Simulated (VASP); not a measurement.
## From VASP inputs to Ansatz: Li₂O (strained measured structure)

INCAR

```
LASPH = .TRUE.
LCHARG = .TRUE.
NSW = 0
LELF = .TRUE.
NBANDS = 13
EDIFF = 1E-7
SIGMA = 0.02
PREC = Accurate
LREAL = .FALSE.
LWAVE = .FALSE.
ISMEAR = -1
IBRION = -1
GGA = PE
NELM = 120
ENCUT = 520
ISIF = 2
```

KPOINTS

```
KPOINTS created by Atomic Simulation Environment
0
Gamma
10 10 10
0 0 0
```

KPOINTS_OPT

```
special points
7
Reciprocal
0.0000000000 0.0000000000 0.0000000000 1
0.5000000000 0.0000000000 0.5000000000 1
0.6250000000 0.2500000000 0.6250000000 1
0.3750000000 0.3750000000 0.7500000000 1
0.5000000000 0.5000000000 0.5000000000 1
0.5000000000 0.2500000000 0.7500000000 1
0.0000000000 0.5000000000 0.5000000000 1
```

POSCAR

```
Li O
 1.0000000000000000
     0.0000000000000000    2.2577894089999999    2.2923106252999998
     2.2577894089999999    0.0000000000000000    2.2923106252999998
     2.2577894089999999    2.2577894089999999    0.0000000000000000
 Li  O
   2   1
Cartesian
  1.1288947045000000  1.1288947045000000  1.1461553126499999
  3.3866841134999999  3.3866841134999999  3.4384659379500002
  0.0000000000000000  0.0000000000000000  0.0000000000000000
```

VASP ran with the recommended PBE PAW datasets (12 valence electrons in the cell).

Problem. Translate these files to an Ansatz input.

Solution. 

```yaml
crystal:
  lattice:
    - [0.0, 2.257789409, 2.2923106253]
    - [2.257789409, 0.0, 2.2923106253]
    - [2.257789409, 2.257789409, 0.0]
  atoms:
    - { symbol: Li, position: [0.25, 0.25, 0.25] }
    - { symbol: Li, position: [0.75, 0.75, 0.75] }
    - { symbol: O, position: [0.0, 0.0, 0.0] }
kpoints:
  mp_grid: { grid: [10, 10, 10] }
  band_path:
    path:
      - [0.0, 0.0, 0.0]
      - [0.5, 0.0, 0.5]
      - [0.625, 0.25, 0.625]
      - [0.375, 0.375, 0.75]
      - [0.5, 0.5, 0.5]
      - [0.5, 0.25, 0.75]
      - [0.0, 0.5, 0.5]
    npoints: 1
hamiltonian:
  xc: pbe
scf:
  occupations: { method: fermi_dirac, width: 0.02 }
  n_extra_bands: 4
output:
  forces: true
  stress: true
  eigenvalues: true
  write_density: true
  write_potential: true
  elf: true
  volumetric_format: npy
```

Other inputs would serve too.

```json
{"": "gap between bands v and c", "VASP": "5.04 eV", "Ansatz": "5.06 eV"}
{"": "least direct gap", "VASP": "5.66 eV", "Ansatz": "5.65 eV"}
{"": "pressure", "VASP": "5.2 GPa", "Ansatz": "5.1 GPa"}
```

Datasets and cutoffs are each program's own. VASP's cell holds 12 valence electrons and Ansatz's 12. Ansatz's stress includes a Pulay correction; VASP's doesn't.
